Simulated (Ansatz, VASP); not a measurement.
## Mo2S in VASP and in Ansatz

```
Mo S
1.0
     4.25414    0.00000    0.00000
    -2.12707    3.68419    0.00000
     0.00000    0.00000    3.06956
Mo S
2 1
Direct
  0.33333 0.66667 0.50000
  0.66667 0.33333 0.50000
  0.00000 0.00000 0.00000
```

Alike in both runs: functional PBE; k mesh 6 × 6 × 4; occupations gaussian, width 0.1 eV; no spin polarisation.

Ansatz relaxed the structure, and its values are those at the end. VASP's run is a single point on that final structure, the one shown.

```csv
,VASP,Ansatz
version,VASP 6.6.1,Ansatz 0.2.0
potentials or method,"VASP PAW PBE potentials, release 64 (Mo_sv, S)","scalar-relativistic, plane waves, PAW"
plane-wave cutoff (eV),520,420
valence electrons in the cell,34,34
```

Ansatz gave:

* gap on the k mesh at the Fermi level (eV): none
* pressure (GPa): 0.0

Question: Estimate VASP's values.

Answer: gap on the k mesh at the Fermi level (eV): none; pressure (GPa): 0.4.

A gap of «none» marks a metal or a gap that the smearing closes. With one functional, cell and mesh, what is left measures potentials, basis and numerics.

Caveats: the k mesh is coarse (spacing up to 0.51 Å⁻¹), so the values aren't converged.
